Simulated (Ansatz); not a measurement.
## Ir_Al in Al2O3 (R-3c): charge-transition levels and formation energies

Charge states of Ir_Al in Al2O3 (R-3c), set against the band edges. Model: a cell of 80 host atoms with 1 Al taken out and 1 Ir put in.

Program: Ansatz 0.2.0. Level of theory: place-levels on PBEsol runs: charge-transition levels and formation energies with image-charge correction and potential alignment at the atomic sites. Results are calculated unless marked as measured.

Experimental background.

“Multi-petahertz electron interference in Cr:Al2O3 solid-state material” (2018, pmc:5906618) quotes from earlier work for Al2O3, alpha (corundum) (high-purity reference sample): band gap (optical band gap of host from absorption) 8.7 eV [literature value quoted for a high-purity sample; optical absorption edge, temperature …].

### 1. The starting structure

The cell holds 80 atoms: 31 Al, 1 Ir and 48 O. Its edges and angles: a = 10.280 Å, b = 10.280 Å, c = 10.280 Å, α = 55.3°, β = 55.3°, γ = 55.3°. It derives from Al2O3 (space group R-3c). Nearest the centre at fractional (0.426, 0.426, 0.426): Ir2 at 0.00 Å, O26 at 1.86 Å, O20 at 1.86 Å, O49 at 1.86 Å, O18 at 1.97 Å, O25 at 1.97 Å, O47 at 1.97 Å, Al1 at 2.66 Å.

As a file:

```xyz
80
Lattice="4.7739 2.7562 8.6765 -4.7739 2.7562 8.6765 0.0000 -5.5124 8.6765" Properties=species:S:1:pos:R:3 pbc="T T T"
Al    0.0000    0.0000    8.4326
Ir    0.0000    0.0000   11.0896
Al    0.0000    0.0000    1.9252
Al    0.0000    0.0000    4.5822
O     0.9268   -1.3781    5.4228
O     1.6569    0.1136    7.5920
O    -1.6569   -0.1136    5.4228
O     0.7301    1.4917    5.4228
O    -0.7301   -1.4917    7.5920
O    -0.9268    1.3781    7.5920
Al    0.0000   -2.7562   12.7708
Al    0.0000   -2.7562   15.4279
Al    0.0000   -2.7562    6.2634
Al    0.0000   -2.7562    8.9205
O     0.9268   -4.1343    9.7611
O     1.6569   -2.6426   11.9302
O    -1.6569   -2.8698    9.7611
O     0.7301   -1.2645    9.7611
O    -0.7301   -4.2479   11.9302
O    -0.9268   -1.3781   11.9302
Al   -2.3869    1.3781   12.7708
Al   -2.3869    1.3781   15.4279
Al   -2.3869    1.3781    6.2634
Al   -2.3869    1.3781    8.9205
O    -1.4601    0.0000    9.7611
O    -0.7301    1.4917   11.9302
O    -4.0438    1.2645    9.7611
O    -1.6569    2.8698    9.7611
O    -3.1170   -0.1136   11.9302
O    -3.3137    2.7562   11.9302
Al   -2.3869   -1.3781   17.1091
Al   -2.3869   -1.3781   19.7662
Al   -2.3869   -1.3781   10.6017
Al   -2.3869   -1.3781   13.2588
O    -1.4601   -2.7562   14.0994
O    -0.7301   -1.2645   16.2685
O    -4.0438   -1.4917   14.0994
O    -1.6569    0.1136   14.0994
O    -3.1170   -2.8698   16.2685
O    -3.3137    0.0000   16.2685
Al    2.3869    1.3781   12.7708
Al    2.3869    1.3781   15.4279
Al    2.3869    1.3781    6.2634
Al    2.3869    1.3781    8.9205
O     3.3137    0.0000    9.7611
O     4.0438    1.4917   11.9302
O     0.7301    1.2645    9.7611
O     3.1170    2.8698    9.7611
O     1.6569   -0.1136   11.9302
O     1.4601    2.7562   11.9302
Al    2.3869   -1.3781   17.1091
Al    2.3869   -1.3781   19.7662
Al    2.3869   -1.3781   10.6017
Al    2.3869   -1.3781   13.2588
O     3.3137   -2.7562   14.0994
O     4.0438   -1.2645   16.2685
O     0.7301   -1.4917   14.0994
O     3.1170    0.1136   14.0994
O     1.6569   -2.8698   16.2685
O     1.4601    0.0000   16.2685
Al    0.0000    2.7562   17.1091
Al    0.0000    2.7562   19.7662
Al    0.0000    2.7562   10.6017
Al    0.0000    2.7562   13.2588
O     0.9268    1.3781   14.0994
O     1.6569    2.8698   16.2685
O    -1.6569    2.6426   14.0994
O     0.7301    4.2479   14.0994
O    -0.7301    1.2645   16.2685
O    -0.9268    4.1343   16.2685
Al    0.0000    0.0000   21.4474
Al    0.0000    0.0000   24.1045
Al    0.0000    0.0000   14.9400
Al    0.0000    0.0000   17.5970
O     0.9268   -1.3781   18.4376
O     1.6569    0.1136   20.6068
O    -1.6569   -0.1136   18.4376
O     0.7301    1.4917   18.4376
O    -0.7301   -1.4917   20.6068
O    -0.9268    1.3781   20.6068
```

Known beforehand: the electronic dielectric constant, (3.30, 3.30, 3.26), and the static one, (9.72, 9.72, 11.81), computed on the host (DFPT, PBEsol).

The cell's shortest repeat is 9.5 Å.

### 2. The runs of each charge state

Levels follow from differences of total energies between charge states, each relaxed by itself.

Random displacements of about 0.05 Å break the site symmetry at the start, so that the relaxation can reach a distorted minimum if there is one. Forces are taken at the zone centre alone. The cell holds 1 electron fewer than the neutral one, with a uniform background that keeps it neutral on the whole. The electron count is odd, so at least one spin is unpaired; this run locks the moment at 1 μB.

One state's input; the others differ in charge, spin, start and seed, and in occupations where the table says so.

File qp1_M1.relax/input.yaml:

```yaml
crystal:
  lattice:
    - [2.38693371, 1.37809682, 4.33826903]
    - [-2.38693371, 1.37809682, 4.33826903]
    - [0.0, -2.75619364, 4.33826903]
  atoms:
    - { symbol: Al, position: [0.64792089, 0.64792089, 0.64792089] }
    - { symbol: Al, position: [0.85207911, 0.85207911, 0.85207911] }
    - { symbol: Al, position: [0.14792089, 0.14792089, 0.14792089] }
    - { symbol: Al, position: [0.35207911, 0.35207911, 0.35207911] }
    - { symbol: O, position: [0.44414023, 0.05585977, 0.75] }
    - { symbol: O, position: [0.94414023, 0.25, 0.55585977] }
    - { symbol: O, position: [0.05585977, 0.75, 0.44414023] }
    - { symbol: O, position: [0.75, 0.44414023, 0.05585977] }
    - { symbol: O, position: [0.25, 0.55585977, 0.94414023] }
    - { symbol: O, position: [0.55585977, 0.94414023, 0.25] }
  supercell: [2, 2, 2]
  defects: [{ substitution: { at: 1, symbol: Ir } }]
total_charge: 1
basis:
  ecutwfc: 420
  xc_grid: 2
hamiltonian:
  xc: pbesol
kpoints:
  mp_grid: { grid: [1, 1, 1] }
magnetization:
  spin_polarized: true
  initial_magnetization: 1
  spin_locking: { lock_magnetization: hard }
scf:
  occupations: { method: fixed }
  max_iter: 60
output:
  forces: true
  charged_corrections: { epsilon: [3.3, 3.3, 3.26], static_epsilon: [9.72, 9.72, 11.81] }
relax:
  f_tol: 0.01
  max_steps: 80
  random_displacement: { amplitude: 0.05, seed: 3775 }
checkpoint:
  write: "../qp1_M1.relax.run"
  compress: false
  write_wavefunctions: true
  write_every: 100000
```

The run is started by

```sh
ansatz run input.yaml --threads 2 --pin off --max-ram 3768MiB --backend cpu --events-out ev --progress --plain --runs-dir out
```

The relaxed structure is kept and the sampling changed to a 2×2×2 shifted mesh.

The run of this state that the levels use, under PBEsol:

File qp1_M1.point/input.yaml:

```yaml
crystal:
  checkpoint: "../qp1_M1.relax.run"
  host: checkpoint
total_charge: 1
basis:
  ecutwfc: 420
  xc_grid: 2
hamiltonian:
  xc: pbesol
kpoints:
  mp_grid: { grid: [2, 2, 2], shift: [0.5, 0.5, 0.5] }
magnetization:
  spin_polarized: true
  initial_magnetization: 1
  spin_locking: { lock_magnetization: hard }
scf:
  occupations: { method: fermi_dirac, width: 0.01 }
  max_iter: 60
output:
  forces: true
  eigenvalues: true
  charged_corrections:
    epsilon: [3.3, 3.3, 3.26]
    static_epsilon: [9.72, 9.72, 11.81]
    defect_position: [0.426048, 0.426048, 0.426048]
  eigenstates: { localisation: true }
  populations: true
  efg: {}
  band_densities: [{ bands: [v1, v1] }, { bands: [c1, c1] }]
  write_density: true
  write_potential: true
  volumetric_format: npy
  elf: true
checkpoint:
  read: "../qp1_M1.relax.run"
  write: "../qp1_M1.point.run"
  compress: false
  write_wavefunctions: false
  write_every: 100000
```

Relaxations under PBEsol at the zone centre alone; times on 2 threads of Arm Neoverse V2, shared host:

| charge | moment (μB) | occupations | outcome | steps | largest displacement against the far atoms (Å) | time |
| --- | --- | --- | --- | --- | --- | --- |
| 0 | 0 | fixed | converged | 5 | 0.12 | 40 s |
| +1 | 1 | fixed | converged | 6 | 0.12 | 2 min |

Single points under PBEsol at a 2×2×2 shifted mesh; times on 2 threads of Arm Neoverse V2, shared host:

| charge | moment (μB) | occupations | outcome | time |
| --- | --- | --- | --- | --- |
| 0 | 0 | fermi-dirac | converged | 74 s |
| +1 | 1 | fermi-dirac | converged | 5.5 min |

Distances (Å) from Ir2 to the nearest atoms after relaxation with PBEsol:

| charge | moment (μB) | 1. | 2. | 3. | 4. | 5. | 6. |
| --- | --- | --- | --- | --- | --- | --- | --- |
| 0 | 0 | O 2.02 | O 2.02 | O 2.02 | O 2.03 | O 2.03 | O 2.03 |
| +1 | 1 | O 1.97 | O 1.97 | O 1.97 | O 2.00 | O 2.00 | O 2.00 |

### 3. Levels against the band edges, PBEsol

A charged cell interacts with its images and the background, and its potential has another zero than the host's. place-levels removes the first by a point-charge model, screened by the static dielectric constant since the ions have relaxed around the charge, and the second by comparing potentials at atoms far from the defect.

The host is a run of the defect-free crystal in the same cutoffs, grids and k-points, so that basis and sampling errors cancel in part in the differences. The host is run in a cell of 10 atoms on a matching mesh. Its band edges are searched through the zone by a band path, so the gap is smaller than, or equal to, that on the mesh. Chemical potentials are energies per atom of Al (fcc) and Ir (fcc), run with the same functional and cutoff.

File levels.point.yaml:

```yaml
host:
  run: host.point.run
states: [q0.point.run, qp1_M1.point.run]
geometry_from:
  q0.point.run: q0.relax.run
  qp1_M1.point.run: qp1_M1.relax.run
  host.point.run: host.relax.run
chemical_potentials:
  Al:
    energy: -524.553864
    dataset: <sha256 of the dataset>
  Ir:
    energy: -11799.036216
    dataset: "<sha256 of the dataset>"
```

The run is started by

```sh
ansatz place-levels levels.point.yaml -- --threads 2 --pin off --max-ram 3768MiB
```

Numbers of over 12 decimals in the logs are rounded to 6 here.

Log:

```text
(+1/0) 1.548 eV above the valence edge, 4.477 eV under the conduction edge
formation energy of charge +1: +5.925 eV with the Fermi level at the valence edge
formation energy of charge 0: +7.473 eV with the Fermi level at the valence edge
  edges by pbesol, gap 6.024 eV; the host is sampled to repeats of 19.10 Å
  the defect's cells are sampled to repeats of 19.10 Å, like sampling
  charge +1: -55106.8866 eV with its correction of +0.576 eV, at epsilon [9.72, 9.72, 11.81], aligned at sites: +0.3483 eV, mean over 29 atomic sites at or beyond 4.77 Å from the defect at [0.4260, 0.4260, 0.4260], with +0.000000 for the charge's moments and [...]
  charge 0: +0.000 eV for its dipole among its images, +0.024 omitted
  of states[1] (qp1_M1.point.run): how wide its charge is, is not read beside other atoms or cores, and a band state would take no correction. [...]
```

It took 0.14 s on 2 threads of Arm Neoverse V2, shared host.

Levels between the charges placed, in eV above the valence top:

|  | gap (eV) | (+1/0) |
| --- | --- | --- |
| PBEsol | 6.02 | 1.55 |

Corrections by state:

| charge | moment (μB) | image terms and alignment (eV) | band filling (eV) | ε used | over the lowest of its charge, as the program ranks them, band filling apart (eV) |
| --- | --- | --- | --- | --- | --- |
| +1 | 1.0 | 0.576 | - | principal values (9.72, 9.72, 11.81) | 0.000 |
| 0 | 0.0 | 0.000 | - | - | 0.000 |

From the program's caveats on the states, each cut to its opening words:

- charge +1 (1 μB): how wide its charge is, is not read beside other atoms or cores, and a band state would take no correction

The host's formation energy from the elements is -3.094 eV per atom; it sets how far the chemical potentials can move.

Limit set by the element alone; other compounds of these elements are not counted. Chemical potentials from the elements' reference states: Al 0.00 eV, O -5.16 eV, Ir 0.00 eV. Formation energies (Al-rich), with the Fermi level at the valence top and at the conduction bottom (gap 6.02 eV):

| charge | at valence top (eV) | at conduction bottom (eV) | correction included (eV) |
| --- | --- | --- | --- |
| +1 | 5.93 | 11.95 | 0.58 |
| 0 | 7.47 | 7.47 | 0.00 |

```csv
Fermi level (eV),lowest formation energy (eV)
0.00,5.93
0.55,6.47
1.09,7.02
1.64,7.47
2.19,7.47
2.74,7.47
3.29,7.47
3.84,7.47
4.38,7.47
4.93,7.47
5.48,7.47
6.02,7.47
```

Limit set by the element alone; other compounds of these elements are not counted. Chemical potentials from the elements' reference states: O 0.00 eV, Al -7.73 eV, Ir 0.00 eV. Formation energies (O-rich), with the Fermi level at the valence top and at the conduction bottom (gap 6.02 eV):

| charge | at valence top (eV) | at conduction bottom (eV) | correction included (eV) |
| --- | --- | --- | --- |
| +1 | -1.81 | 4.22 | 0.58 |
| 0 | -0.26 | -0.26 | 0.00 |

(Fermi level (eV), lowest formation energy (eV)): (0.00, -1.81), (0.55, -1.26), (1.09, -0.71), (1.64, -0.26), (2.19, -0.26), (2.74, -0.26), (3.29, -0.26), (3.84, -0.26), (4.38, -0.26), (4.93, -0.26), (5.48, -0.26), (6.02, -0.26)

### 4. The same at the relaxations' own k-points

The relaxations' own energies give the levels at their sampling, for comparison.

levels.relax_mesh.yaml is levels.point.yaml with these lines changed:

```diff
-  run: host.point.run
-states: [q0.point.run, qp1_M1.point.run]
-geometry_from:
-  q0.point.run: q0.relax.run
-  qp1_M1.point.run: qp1_M1.relax.run
-  host.point.run: host.relax.run
+  run: host.relax.run
+states: [q0.relax.run, qp1_M1.relax.run]
```

The run is started by

```sh
ansatz place-levels levels.relax_mesh.yaml -- --threads 2 --pin off --max-ram 3768MiB
```

Log:

```text
(+1/0) 1.501 eV above the valence edge, 4.520 eV under the conduction edge
formation energy of charge +1: +5.921 eV with the Fermi level at the valence edge
formation energy of charge 0: +7.422 eV with the Fermi level at the valence edge
  edges by pbesol, gap 6.021 eV; the host is sampled to repeats of 9.55 Å
[... the lines on each state left out ...]
```

Levels between neighbouring charges, in eV above the valence top:

|  | gap (eV) | (+1/0) |
| --- | --- | --- |
| the zone centre alone | 6.02 | 1.50 |
| a 2×2×2 shifted mesh | 6.02 | 1.55 |

Going from the zone centre alone to a 2×2×2 shifted mesh moves the levels that carry no band-filling term by up to 0.05 eV and formation energies against the elements by up to 0.05 eV.

### 5. Results

```yaml
gap_of_the_host: 6.02 eV (PBEsol)
level_plus_1_over_0: 1.55 eV above the valence top
lowest_of_the_charges_placed_just_above_the_valence_top_0p02_ev: +1
lowest_of_the_charges_placed_just_below_the_conduction_bottom_0p02_ev: 0
lowest_formation_energy_at_mid_gap_of_the_charges_run_al_rich: 7.47 eV
lowest_formation_energy_at_mid_gap_of_the_charges_run_o_rich: -0.26 eV
```

What this shows: Of the charges placed (0 and +1), the lowest changes at 1.55 eV (+1/0) above the valence top, in a gap of 6.02 eV. Charges above +1 and below 0 were not placed, so these runs say nothing of levels that involve them. States placed: +1 at 1 μB; 0 at 0 μB. Other spin states or structures, where not listed, weren't placed. Ir is taken at its element; compounds, which aren't counted here, bound the chemical potentials and would shift these formation energies. The lowest formation energy (O-rich) is negative across the gap, so the defect would form by itself: these chemical potentials lie beyond what competing compounds allow, or the host is unstable against it. Going from the zone centre alone to a 2×2×2 shifted mesh moves the levels that carry no band-filling term by up to 0.05 eV and formation energies against the elements by up to 0.05 eV. What this leaves open: PBEsol makes the gap too small and tends to spread out bound carriers; where a gas molecule sets a chemical potential or the host's formation energy, its binding is uncorrected; spin–orbit coupling, which can matter with heavy atoms, is left out.

Comparison with the measured values:

| quantity | measured | PBEsol |
| --- | --- | --- |
| band gap (least gap of the host; the measured gap is an optical one, which needn't be the least gap) (eV) | 8.7 | 6.02 (-2.68 eV) |

Measured values from pmc:5906618 (2018).

Verdict: The band gap is off by -2.68 eV: a clear miss. Local and semilocal functionals usually give gaps below the measured ones. An optical gap can lie under the band gap by the exciton's binding. Zero-point and thermal motion shift the measured gap.

[Logs are printed without paths, hosts, clocks, repeated set-up lines and the standing remarks that a program may print on its own settings, such as how far it seeks lower states.]

[Hosts, paths, dates, database ids (printed as entryN), source tags and the programs' standing remarks are cut or masked in the printed files.]

[Where a table of states has a column of steps, it counts the stored structures, which are thinned; the runs took as many ionic steps or more.]

[A defect's name tells the site on which it was built; relaxed atoms can leave that site.]

[For some hosts the program warned that the k-mesh of the response run may be too coarse for force constants and the static dielectric constant; such warnings are not shown here.]
